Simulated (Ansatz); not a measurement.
# B: relaxation step by step

The cell of B is invented: 4-connected net of one element (C2/c, No. 15). Lengths were set from tabulated atomic sizes, so they are only a guess.

```xyz
8
Lattice="1.8814 -1.8146 0.0000 1.8814 1.8146 0.0000 -1.6845 0.0000 8.0605" Properties=species:S:1:pos:R:3 pbc="T T T"
B    -0.8423    0.0000    4.0302
B     0.0000    0.0000    0.0000
B     0.4152   -0.6133    3.0023
B     2.5055   -0.6133    1.0280
B     1.6632    0.6133    5.0582
B    -0.4271    0.6133    7.0325
B     0.6181   -0.2340    6.0453
B     1.4603    0.2340    2.0151
```

Level of theory: Ansatz, DFT PBE, scalar-relativistic, plane waves, PAW. Cutoff 420 eV, Gaussian smearing, Γ-centred meshes. Cell and atoms relax first on a coarse mesh and then on a finer one. In between, the cell is made exact in the group found at 0.06 Å. In metals the finer mesh still leaves noise of several meV/atom or more. The steps can't lower the symmetry of their start. No spin polarisation.

Steps on the 6×6×2 mesh (8 atoms, 11 steps). The free energy counts from the last step; the plane-wave basis is renewed at times, which shifts energy and pressure.

| step | ΔF (meV/atom) | V (Å³/atom) | P (GPa) | largest force component (eV/Å) |
| --- | --- | --- | --- | --- |
| 1 | 485.3 | 6.88 | 34.28 | 2.851 |
| 2 | 312.9 | 7.37 | 15.17 | 2.075 |
| 3 | 195.1 | 7.84 | 1.54 | 1.284 |
| 4 | 95.9 | 8.25 | -6.09 | 0.636 |
| 5 | 19.3 | 8.22 | -4.13 | 0.240 |
| 6 | 13.1 | 8.07 | -0.05 | 0.097 |
| 7 | 11.8 | 8.07 | -0.31 | 0.149 |
| 8 | 10.4 | 8.06 | -0.08 | 0.011 |
| 9 | 0.2 | 8.06 | 1.01 | 0.005 |
| 10 | 0.1 | 8.10 | 0.06 | 0.002 |
| 11 | 0.0 | 8.10 | 0.06 | 0.002 |

The relaxed structure, after a last relaxation on the converged mesh:

```
B
1.0
     2.86722    0.00000    0.00000
     0.00000    2.86722    0.00000
     0.00000    0.00000    7.89231
B
8
Direct
  0.00000 0.00000 0.50000
  0.00000 0.00000 0.00000
  0.50000 0.00000 0.39003
  0.00000 0.50000 0.10997
  0.50000 0.00000 0.60997
  0.00000 0.50000 0.89003
  0.50000 0.50000 0.75000
  0.50000 0.50000 0.25000
```

The symmetry goes from C2/c (No. 15) to P4_2/mmc (No. 131). The volume per atom grows by 17.9 %, from 6.9 to 8.1 Å³. The shortest distance goes from 1.62 Å (B–B) to 1.68 Å (B–B). The energy falls by about 0.49 eV/atom (the start's value is from the coarse mesh). B on a site of symmetry mmm is surrounded by 4 B at 1.68 Å; around B on a site of symmetry 2mm lie 5 B at 1.68–1.81 Å; B on a site of symmetry -4m2 has 4 B at 1.81 Å.

```
Volume per atom                            : 8.11 Å³
Density                                    : 2.21 g/cm³
Energy over the standard state             : +0.55 eV/atom
Gap on the 14×14×6 mesh of the 8-atom cell : 0 eV (a metal)
```

Energies count from the standard state of B at the same level.

The last run used Gaussian smearing of 0.10 eV. Symmetry constrained the relaxation, so the result can be a saddle point. In all, the 3 runs took 83 s on 1 thread of Arm Neoverse V1, with other jobs on the host. Another cell of B relaxed alike, in P6_122, lies 96 meV/atom lower, so this cell isn't the stable form at this level.
